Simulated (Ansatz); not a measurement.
Here is an Ansatz 0.2.0 calculation.

The input input.yaml:

```yaml
crystal:
  lattice:
    - [-2.495898, 2.650863, 1.436947]
    - [2.495898, -2.650863, 1.436947]
    - [2.495898, 2.650863, -1.436947]
  atoms:
    - { symbol: Ge, position: [0.314057, 0.064057, 0.25] }
    - { symbol: Ge, position: [0.685943, 0.935943, 0.75] }
hamiltonian:
  xc: pbesol
  pseudopotentials: { kind: paw_fr }
magnetization:
  noncollinear: true
  spin_orbit: true
kpoints:
  mp_grid: { grid: [11, 11, 11] }
  band_path:
    path:
      - [[0.0, 0.0, 0.0], [0.3234593264, 0.3234593264, -0.3234593264], [0.2950845098, 0.3518341431, -0.2950845098], [0.0, 0.5, 0.0], [0.25, 0.25, 0.25], [0.5, 0.0, 0.0], [0.6765406736, -0.3234593264, 0.3234593264], [0.5, -0.5, 0.5], [0.0, 0.0, 0.0], [-0.4716251834, 0.4716251834, 0.4716251834], [0.0, 0.0, 0.5], [0.25, 0.25, 0.25]]
      - [[-0.2950845098, 0.6481658569, 0.2950845098], [-0.4716251834, 0.4716251834, 0.4716251834]]
      - [[0.4716251834, -0.4716251834, 0.5283748166], [0.5, -0.5, 0.5]]
    npoints: 14
scf:
  occupations: { method: fermi_dirac, width: 0.05 }
  n_extra_bands: 6
output:
  forces: true
  stress: true
  eigenvalues: true
  fatbands: false
  write_density: true
  write_potential: true
  elf: true
  volumetric_format: npy
```

Potentials or basis: Ansatz PAW.

Command:

```console
$ ansatz run input.yaml --threads 2 --pin off --max-ram 5632MiB --backend cpu --events-out ev --progress --plain --runs-dir out
```

Question: Estimate the band gap on the k mesh.

Answer: None (metal or under the smearing width).

Question: What does it give for the largest force?

Answer: 0.059 eV/Å.

Stress tensor (GPa, compression positive):
```
-1.32  0.00  0.00
 0.00 -3.35  0.00
 0.00  0.00 -2.80
```

Caveat: the PAW data sets come from PBE, with cores solved anew for the run's functional, which leaves a small shift of forces and pressure.
